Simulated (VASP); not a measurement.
A run of VASP 6.6.1 is set up as follows.

File INCAR:

```
PREC = Accurate ; ENCUT = 520
EDIFF = 1E-7 ; ISMEAR = 0
SIGMA = 0.05 ; LREAL = False
LASPH = True ; NELM = 80
ALGO = Normal ; ISIF = 2
LWAVE = False ; LCHARG = True
LDIPOL = True ; IDIPOL = 3
DIPOL = 0.5 0.5 0.500 ; GGA = PE
LELF = True ; LVHAR = True
LVACPOTAV = True
```

File KPOINTS:

```
Automatic mesh
0
Gamma
  9 9 1
```

Contents of POSCAR:

```
Zr6C5
1.0
    3.3236988564      0.0000000000      0.0000000000
   -1.6618494282      2.8784076442      0.0000000000
    0.0000000000      0.0000000000     28.5689437615
Zr C
6 5
Direct
    0.3333333333      0.6666666667      0.2625228312
    0.0000000000      0.0000000000      0.3575136987
    0.6666666667      0.3333333333      0.4525045662
    0.3333333333      0.6666666667      0.5474954338
    0.0000000000      0.0000000000      0.6424863013
    0.6666666667      0.3333333333      0.7374771688
    0.6666666667      0.3333333333      0.3100182649
    0.3333333333      0.6666666667      0.4050091325
    0.0000000000      0.0000000000      0.5000000000
    0.6666666667      0.3333333333      0.5949908675
    0.3333333333      0.6666666667      0.6899817351
```

Potentials or basis: VASP PAW PBE potentials, release 64 (Zr_sv, C).

Command:

```sh
$ cat potpaw_PBE.64/Zr_sv/POTCAR potpaw_PBE.64/C/POTCAR > POTCAR
$ mpirun -np 1 vasp_std > vasp.out
```

Problem. Estimate the work function of the upper face.

Solution. 4.41 eV.

Problem. What does it give for the work function of the lower face?

Solution. 4.41 eV.

Problem. What does it give for the band gap on the k mesh?

Solution. None (metal or under the smearing width).

Problem. What does it give for the largest force?

Solution. 1.740 eV/Å.

Forces on the atoms (eV/Å):
```
Zr   0.000  0.000  1.577
Zr   0.000  0.000  0.436
Zr   0.000  0.000 -0.016
Zr   0.000  0.000  0.016
Zr   0.000  0.000 -0.436
Zr   0.000  0.000 -1.577
C    0.000  0.000 -1.740
C    0.000  0.000 -0.193
C    0.000  0.000  0.000
C    0.000  0.000  0.193
C    0.000  0.000  1.740
```
